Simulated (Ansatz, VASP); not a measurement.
# Si18H4Cl2O (HO:Si(111) with 6 of its OH changed to Cl): VASP beside Ansatz, part 2 of 2

Aim: how closely do two programs agree when they are given the same cell, functional and k mesh? The cell is taken from a series of runs on this material, whose earlier steps may have relaxed, scaled, displaced or heated it; both programs get it as it stands.

VASP 6.6.1 and Ansatz 0.2.0.

So far: The starting structure; Ansatz: single point, PBE with D3(BJ), pair 1; VASP: single point, PBE with D3(BJ), pair 1.

**4. Differences**

Known differences besides the potentials themselves: the cutoff is 420 eV in Ansatz and 520 eV in VASP (PREC = Accurate, projectors in real space). Total energies have different zeros and are not compared.

Both answers:

| quantity | Ansatz | VASP | difference |
| --- | --- | --- | --- |
| gap on the k mesh (eV) | 0.939 | 0.941 | -0.002 |

Forces on 10 of the 75 atoms, those with the largest forces and the largest differences (eV/Å; atoms numbered as in POSCAR):

| atom | Ansatz x, y, z | VASP x, y, z |
| --- | --- | --- |
| Si7 | -0.011, -0.003, 0.651 | -0.011, -0.003, 0.640 |
| Si13 | -0.008, 0.001, 0.654 | -0.008, 0.001, 0.643 |
| Si19 | -0.004, 0.007, 0.655 | -0.004, 0.007, 0.644 |
| Si25 | 0.010, -0.003, 0.656 | 0.010, -0.003, 0.644 |
| Si37 | -0.003, 0.011, 0.652 | -0.003, 0.011, 0.641 |
| Si43 | 0.000, 0.000, 0.673 | 0.000, 0.000, 0.661 |
| Si49 | 0.008, -0.007, 0.656 | 0.008, -0.007, 0.644 |
| H56 | -0.002, 0.005, 0.007 | -0.064, 0.037, 0.089 |
| H59 | 0.006, 0.001, 0.002 | -0.063, 0.026, 0.082 |
| H61 | 0.007, -0.007, 0.003 | -0.049, 0.039, 0.083 |

The forces differ by 20 meV/Å r.m.s., which is 11.4 % of the r.m.s. force of 0.173 eV/Å (both taken over all components). A gap on the mesh is an upper bound, since the band edges may lie between its points. With vacuum in the cell, a pressure given here is an average over mostly empty space and none of the material.

**5. Ansatz: single point, PBE with D3(BJ), pair 2**

With cell and atoms fixed, the geometry can't cause a difference; cores, projectors, grids and the points listed under the comparison can. This pair takes another cell of the material, with 73 atoms against 75 for the pair before.

The cell is taken from a series of runs on this material, whose earlier steps may have relaxed, scaled, displaced or heated it; both programs get it as it stands.

Contents of input.yaml:

```yaml
crystal:
  lattice:
    - [11.60362, 0.0, 0.0]
    - [-5.80181, 10.04903, 0.0]
    - [0.0, 0.0, 26.70113]
  atoms:
    - { symbol: Si, position: [0.0, 0.0, 0.09288] }
    - { symbol: Si, position: [0.22222, 0.11111, 0.12245] }
    - { symbol: Si, position: [0.22238, 0.1108, 0.20969] }
    - { symbol: Si, position: [0.11133, 0.22207, 0.2374] }
    - { symbol: Si, position: [0.11075, 0.22139, 0.32491] }
    - { symbol: Si, position: [0.99953, 0.00053, 0.35515] }
    - { symbol: Si, position: [1.0, 0.33333, 0.09288] }
    - { symbol: Si, position: [0.22222, 0.44444, 0.12245] }
    - { symbol: Si, position: [0.2224, 0.44444, 0.20969] }
    - { symbol: Si, position: [0.11122, 0.55538, 0.23808] }
    - { symbol: Si, position: [0.111, 0.5559, 0.326] }
    - { symbol: Si, position: [0.00029, 0.33268, 0.35275] }
    - { symbol: Si, position: [1.0, 0.66667, 0.09288] }
    - { symbol: Si, position: [0.22222, 0.77778, 0.12245] }
    - { symbol: Si, position: [0.22221, 0.77785, 0.20996] }
    - { symbol: Si, position: [0.11106, 0.889, 0.23841] }
    - { symbol: Si, position: [0.11039, 0.8897, 0.32639] }
    - { symbol: Si, position: [0.99989, 0.66703, 0.35375] }
    - { symbol: Si, position: [0.33333, 0.0, 0.09288] }
    - { symbol: Si, position: [0.55556, 0.11111, 0.12245] }
    - { symbol: Si, position: [0.55558, 0.11094, 0.20973] }
    - { symbol: Si, position: [0.44457, 0.22212, 0.23785] }
    - { symbol: Si, position: [0.44425, 0.22224, 0.32561] }
    - { symbol: Si, position: [0.33306, 0.00021, 0.35375] }
    - { symbol: Si, position: [0.33333, 0.33333, 0.09288] }
    - { symbol: Si, position: [0.55556, 0.44444, 0.12245] }
    - { symbol: Si, position: [0.55567, 0.44438, 0.20974] }
    - { symbol: Si, position: [0.44456, 0.55548, 0.23794] }
    - { symbol: Si, position: [0.44452, 0.55558, 0.32576] }
    - { symbol: Si, position: [0.33264, 0.3331, 0.35317] }
    - { symbol: Si, position: [0.33333, 0.66667, 0.09288] }
    - { symbol: Si, position: [0.55556, 0.77778, 0.12245] }
    - { symbol: Si, position: [0.55557, 0.77763, 0.20969] }
    - { symbol: Si, position: [0.44467, 0.88883, 0.23809] }
    - { symbol: Si, position: [0.44418, 0.88907, 0.326] }
    - { symbol: Si, position: [0.33341, 0.66665, 0.35367] }
    - { symbol: Si, position: [0.66667, 0.0, 0.09288] }
    - { symbol: Si, position: [0.88889, 0.11111, 0.12245] }
    - { symbol: Si, position: [0.88903, 0.11101, 0.20957] }
    - { symbol: Si, position: [0.77792, 0.22214, 0.23763] }
    - { symbol: Si, position: [0.77766, 0.22245, 0.32533] }
    - { symbol: Si, position: [0.66743, 0.99983, 0.35274] }
    - { symbol: Si, position: [0.66667, 0.33333, 0.09288] }
    - { symbol: Si, position: [0.88889, 0.44444, 0.12245] }
    - { symbol: Si, position: [0.88911, 0.44447, 0.20972] }
    - { symbol: Si, position: [0.77794, 0.55548, 0.23785] }
    - { symbol: Si, position: [0.77784, 0.55584, 0.32561] }
    - { symbol: Si, position: [0.66661, 0.33348, 0.35335] }
    - { symbol: Si, position: [0.66667, 0.66667, 0.09288] }
    - { symbol: Si, position: [0.88889, 0.77778, 0.12245] }
    - { symbol: Si, position: [0.88925, 0.77767, 0.20969] }
    - { symbol: Si, position: [0.77796, 0.8887, 0.23738] }
    - { symbol: Si, position: [0.77869, 0.88934, 0.32487] }
    - { symbol: Si, position: [0.667, 0.66748, 0.35317] }
    - { symbol: H, position: [0.0, 0.0, 0.03745] }
    - { symbol: O, position: [0.0034, 0.99661, 0.41735] }
    - { symbol: H, position: [0.96077, 0.03854, 0.43507] }
    - { symbol: H, position: [1.0, 0.33333, 0.03745] }
    - { symbol: Cl, position: [0.99985, 0.32438, 0.43088] }
    - { symbol: H, position: [1.0, 0.66667, 0.03745] }
    - { symbol: Cl, position: [0.99978, 0.66544, 0.43148] }
    - { symbol: H, position: [0.33333, 0.0, 0.03745] }
    - { symbol: Cl, position: [0.33468, 0.00026, 0.43148] }
    - { symbol: H, position: [0.33333, 0.33333, 0.03745] }
    - { symbol: Cl, position: [0.33128, 0.33105, 0.43099] }
    - { symbol: H, position: [0.33333, 0.66667, 0.03745] }
    - { symbol: Cl, position: [0.33363, 0.66635, 0.43144] }
    - { symbol: H, position: [0.66667, 0.0, 0.03745] }
    - { symbol: Cl, position: [0.67582, 0.00039, 0.43088] }
    - { symbol: H, position: [0.66667, 0.33333, 0.03745] }
    - { symbol: Cl, position: [0.66762, 0.33245, 0.43112] }
    - { symbol: H, position: [0.66667, 0.66667, 0.03745] }
    - { symbol: Cl, position: [0.66908, 0.66889, 0.43099] }
kpoints:
  mp_grid: { grid: [2, 2, 1] }
hamiltonian:
  xc: pbe
  dispersion: d3bj
scf:
  occupations: { method: fermi_dirac, width: 0.025 }
output:
  forces: true
```

On the command line:

```sh
$ ansatz run input.yaml --threads 5 --pin off --max-ram 81920MiB --backend cuda --events-out ev --progress --plain --runs-dir out
```

Numbers of over 12 decimals in the logs are rounded to 6 here.

The program printed:

```text
[...]
GPU FFT provider: cuFFT
GPU libraries: cuBLAS 13.8.2, cuFFT 12.4.0, cuSOLVER 12.3.4
Crystal: 73 atoms, lattice volume = 3113.489 Å³
Basis set: ecut = 420 eV, 60827 PW (Γ), exchange–correlation on 160×160×360 points (8 copies of the dense FFT grid, shifted against one another)
Bands: 217, of which v1, the nominal top of the filled ones, is band 144 counted from 1 (143 counted from 0)
Symmetry: 1 space group operations
[...]
atom   5  Si     0.01339648    -0.01634085    -0.00489698
  atom   6  Si    -0.00052043    -0.00051297     0.15252672
  atom   7  Si    -0.00032785    -0.00361284     0.64984030
  atom   8  Si    -0.00237244     0.01659134    -0.42925531
[...]
atom  70  H      0.00130557    -0.00065086    -0.37387035
  atom  71  Cl    -0.00389125     0.00238560     0.00337212
  atom  72  H      0.00111912     0.00111912    -0.37390596
  atom  73  Cl    -0.00137141     0.00012504     0.00047179
  max |Σ_I F_I| component: 2.93e-4 eV/Å
[key lines of the parts left out:]
SCF converged after 9 iterations
Free energy (F): -43721.671467 eV
Fermi energy:    -0.225737 eV
```

**6. VASP: single point, PBE with D3(BJ), pair 2**

The same cell, functional, mesh and smearing now go to VASP, with its own data sets.

Contents of INCAR:

```
SYSTEM = Si54H10Cl8O
PREC = Accurate
ENCUT = 520
EDIFF = 1E-06
NELM = 120
ISMEAR = -1
SIGMA = 0.025
LREAL = Auto
ALGO = Normal
GGA = PE
IVDW = 12
NBANDS = 200
LORBIT = 11
LWAVE = .FALSE.
LCHARG = .FALSE.
ISIF = 2
LASPH = .TRUE.
GGA_COMPAT = .FALSE.
EFERMI = MIDGAP
KPAR = 4
```

Contents of POSCAR:

```
Si54H10Cl8O
1.0
   11.6036200000      0.0000000000      0.0000000000
   -5.8018100000     10.0490300000      0.0000000000
    0.0000000000      0.0000000000     26.7011300000
Si H O Cl
54 10 1 8
Direct
    0.0000000000      0.0000000000      0.0928800000
    0.2222200000      0.1111100000      0.1224500000
    0.2223800000      0.1108000000      0.2096900000
    0.1113300000      0.2220700000      0.2374000000
    0.1107500000      0.2213900000      0.3249100000
    0.9995300000      0.0005300000      0.3551500000
    0.0000000000      0.3333300000      0.0928800000
    0.2222200000      0.4444400000      0.1224500000
    0.2224000000      0.4444400000      0.2096900000
    0.1112200000      0.5553800000      0.2380800000
    0.1110000000      0.5559000000      0.3260000000
    0.0002900000      0.3326800000      0.3527500000
    0.0000000000      0.6666700000      0.0928800000
    0.2222200000      0.7777800000      0.1224500000
    0.2222100000      0.7778500000      0.2099600000
    0.1110600000      0.8890000000      0.2384100000
    0.1103900000      0.8897000000      0.3263900000
    0.9998900000      0.6670300000      0.3537500000
    0.3333300000      0.0000000000      0.0928800000
    0.5555600000      0.1111100000      0.1224500000
    0.5555800000      0.1109400000      0.2097300000
    0.4445700000      0.2221200000      0.2378500000
    0.4442500000      0.2222400000      0.3256100000
    0.3330600000      0.0002100000      0.3537500000
    0.3333300000      0.3333300000      0.0928800000
    0.5555600000      0.4444400000      0.1224500000
    0.5556700000      0.4443800000      0.2097400000
    0.4445600000      0.5554800000      0.2379400000
    0.4445200000      0.5555800000      0.3257600000
    0.3326400000      0.3331000000      0.3531700000
    0.3333300000      0.6666700000      0.0928800000
    0.5555600000      0.7777800000      0.1224500000
    0.5555700000      0.7776300000      0.2096900000
    0.4446700000      0.8888300000      0.2380900000
    0.4441800000      0.8890700000      0.3260000000
    0.3334100000      0.6666500000      0.3536700000
    0.6666700000      0.0000000000      0.0928800000
    0.8888900000      0.1111100000      0.1224500000
    0.8890300000      0.1110100000      0.2095700000
    0.7779200000      0.2221400000      0.2376300000
    0.7776600000      0.2224500000      0.3253300000
    0.6674300000      0.9998300000      0.3527400000
    0.6666700000      0.3333300000      0.0928800000
    0.8888900000      0.4444400000      0.1224500000
    0.8891100000      0.4444700000      0.2097200000
    0.7779400000      0.5554800000      0.2378500000
    0.7778400000      0.5558400000      0.3256100000
    0.6666100000      0.3334800000      0.3533500000
    0.6666700000      0.6666700000      0.0928800000
    0.8888900000      0.7777800000      0.1224500000
    0.8892500000      0.7776700000      0.2096900000
    0.7779600000      0.8887000000      0.2373800000
    0.7786900000      0.8893400000      0.3248700000
    0.6670000000      0.6674800000      0.3531700000
    0.0000000000      0.0000000000      0.0374500000
    0.9607700000      0.0385400000      0.4350700000
    0.0000000000      0.3333300000      0.0374500000
    0.0000000000      0.6666700000      0.0374500000
    0.3333300000      0.0000000000      0.0374500000
    0.3333300000      0.3333300000      0.0374500000
    0.3333300000      0.6666700000      0.0374500000
    0.6666700000      0.0000000000      0.0374500000
    0.6666700000      0.3333300000      0.0374500000
    0.6666700000      0.6666700000      0.0374500000
    0.0034000000      0.9966100000      0.4173500000
    0.9998500000      0.3243800000      0.4308800000
    0.9997800000      0.6654400000      0.4314800000
    0.3346800000      0.0002600000      0.4314800000
    0.3312800000      0.3310500000      0.4309900000
    0.3336300000      0.6663500000      0.4314400000
    0.6758200000      0.0003900000      0.4308800000
    0.6676200000      0.3324500000      0.4311200000
    0.6690800000      0.6688900000      0.4309900000
```

Contents of KPOINTS:

```
Automatic mesh
0
Gamma
2 2 1
0 0 0
```

The projector-augmented-wave data sets are Si, H, O and Cl (PBE family, release 64).

On the command line:

```sh
$ mpirun -np 8 vasp_std
```

The program printed:

```text
[banner, memory and clock lines left out]
running    8 mpi-ranks, on    1 nodes
[...]
[... a notice as in an earlier step ...]

 LDA part: xc-table for (Slater+PW92), standard interpolation
 POSCAR, INCAR and KPOINTS ok, starting setup
[...]
entering main loop
       N       E                     dE             d eps       ncg     rms          rms(c)
DAV:   1     0.165357440782E+04    0.16536E+04   -0.97342E+04  1600   0.108E+03
DAV:   2    -0.107528644260E+03   -0.17611E+04   -0.16819E+04  2192   0.204E+02
DAV:   3    -0.356697138178E+03   -0.24917E+03   -0.24493E+03  1960   0.720E+01
DAV:   4    -0.368663838123E+03   -0.11967E+02   -0.11884E+02  2112   0.178E+01
[...]
DAV:  28    -0.359093209924E+03   -0.47487E-04   -0.14013E-06  1504   0.243E-03    0.352E-03
DAV:  29    -0.359093234983E+03   -0.25059E-04   -0.19948E-06  1728   0.247E-03    0.266E-03
DAV:  30    -0.359093235285E+03   -0.30229E-06   -0.34886E-08  1176   0.805E-04
   1 F= -.37477230E+03 E0= -.37477230E+03  d E =-.535001E-08
```

From OUTCAR (step 6):

```text
  FREE ENERGIE OF THE ION-ELECTRON SYSTEM (eV)
  ---------------------------------------------------
  free  energy   TOTEN  =      -374.7723040092 eV

  energy  without entropy=     -374.7723040039  energy(sigma->0) =     -374.77230401

[... 1 part as in an earlier step ...]
```

**7. Differences**

Compared:

| quantity | Ansatz | VASP | difference |
| --- | --- | --- | --- |
| gap on the k mesh (eV) | 0.955 | 0.957 | -0.002 |

Forces on 10 of the 73 atoms, those with the largest forces and the largest differences (eV/Å; atoms numbered as in POSCAR):

| atom | Ansatz x, y, z | VASP x, y, z |
| --- | --- | --- |
| Si1 | -0.001, 0.001, 0.652 | -0.001, 0.001, 0.641 |
| Si6 | -0.001, -0.001, 0.153 | 0.020, -0.012, 0.070 |
| Si7 | 0.000, -0.004, 0.650 | 0.000, -0.004, 0.639 |
| Si25 | 0.001, 0.002, 0.658 | 0.001, 0.002, 0.647 |
| Si31 | 0.008, -0.005, 0.650 | 0.008, -0.005, 0.639 |
| Si37 | 0.003, 0.002, 0.650 | 0.003, 0.002, 0.639 |
| Si43 | -0.002, 0.001, 0.658 | -0.002, 0.001, 0.647 |
| Si49 | -0.001, -0.002, 0.658 | -0.001, -0.002, 0.647 |
| H56 | 0.028, -0.016, -0.012 | -0.032, 0.019, 0.068 |
| O65 | -0.042, 0.023, -0.006 | 0.002, -0.002, -0.013 |

The forces differ by 16 meV/Å r.m.s., which is 9.0 % of the r.m.s. force of 0.175 eV/Å (both taken over all components). A gap on the mesh is an upper bound, since the band edges may lie between its points. With vacuum in the cell, a pressure given here is an average over mostly empty space and none of the material.

**8. What came out**

```
r.m.s. force difference (single point, PBE with D3(BJ), pair 1) : 20 meV/Å
r.m.s. force difference (single point, PBE with D3(BJ), pair 2) : 16 meV/Å
```

What this shows: The r.m.s. force difference is 20 meV/Å (single point, PBE with D3(BJ), pair 1), beyond the 12 meV/Å picked in this series as the mark of a large difference. What causes the difference of the single point, PBE with D3(BJ), pair 1 pair stays open here. What causes the difference of the single point, PBE with D3(BJ), pair 2 pair stays open here. How closely two codes agree says nothing of how well the functional describes the real material.

[Lines on the potential files, build, host, timing and source positions are cut from VASP's logs without a mark.]

[Logs are printed without paths, hosts, clocks, repeated set-up lines and the standing remarks that a program may print on its own settings, such as how far it seeks lower states.]

[Hosts, paths, dates, database ids (printed as entryN), source tags and the programs' standing remarks are cut or masked in the printed files.]
